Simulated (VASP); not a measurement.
Write the native input for VASP 6.6.1 that does the following.

| Item | Value |
| --- | --- |
| Task | single point |
| Functional | r2SCAN |
| Potentials or basis | VASP PAW PBE potentials, release 64 (Al, Co) |
| Cutoff | 520 eV |
| k mesh | 9 × 9 × 10 |
| Occupations | fermi-dirac, width 0.1 eV |
| Spin | no spin polarisation |
| Dipole correction | no |
| Further INCAR settings | ALGO = Normal; EDIFF = 1e-06 |

Crystal: AlCo3.

```
Al Co
1.0
     3.55581    0.00000    0.00000
     0.00000    3.55581    0.00000
     0.00000    0.00000    3.40918
Al Co
1 3
Direct
  0.00000 0.00000 0.00000
  0.50000 0.50000 0.00000
  0.00000 0.50000 0.50000
  0.50000 0.00000 0.50000
```

The cell was built by a generator and needn't be a form met in nature.

The input as run:

POSCAR

```
AlCo3
1.0
    3.5558080000      0.0000000000      0.0000000000
    0.0000000000      3.5558080000      0.0000000000
    0.0000000000      0.0000000000      3.4091760000
Al Co
1 3
Direct
    0.0000000000      0.0000000000      0.0000000000
    0.5000000000      0.5000000000      0.0000000000
    0.0000000000      0.5000000000      0.5000000000
    0.5000000000      0.0000000000      0.5000000000
```

INCAR.step1

```
ALGO = Normal
EDIFF = 1E-4
ENCUT = 520
GGA = PE
ISMEAR = -5
LASPH = True
LCHARG = False
LMAXMIX = 4
LREAL = False
LWAVE = True
NELM = 100
PREC = Accurate
SIGMA = 0.1
```

INCAR.step2

```
ALGO = Normal
EDIFF = 1E-6
ENCUT = 520
ISIF = 2
ISMEAR = -1
ISTART = 1
LASPH = True
LCHARG = False
LMAXMIX = 4
LMIXTAU = True
LORBIT = 11
LREAL = False
LWAVE = False
METAGGA = R2SCAN
NELM = 100
PREC = Accurate
SIGMA = 0.1
```

KPOINTS

```
k-points
0
Gamma
  9 9 10
```

Potentials or basis: VASP PAW PBE potentials, release 64 (Al, Co).

Command:

```sh
$ cat potpaw_PBE.64/Al/POTCAR potpaw_PBE.64/Co/POTCAR > POTCAR
$ cp INCAR.step1 INCAR
$ mpirun -np 1 vasp_std > vasp.out
$ cp INCAR.step2 INCAR
$ mpirun -np 1 vasp_std > vasp.out
```

Results of the run:

| Quantity | Value |
| --- | --- |
| Pressure | -1.4 GPa |
| Band gap on the k mesh | none (metal or under the smearing width) |
| Valence electrons inside the program's atomic spheres | Al 0.86; Co 8.46, 8.47 |

Caveat: the PAW data sets were made with another functional, which shifts forces and pressure a little.

Run time: 3 min on 1 thread of Intel(R) Xeon(R) Platinum 8488C (Sapphire Rapids), on a shared host, peak memory 0.2 GiB.
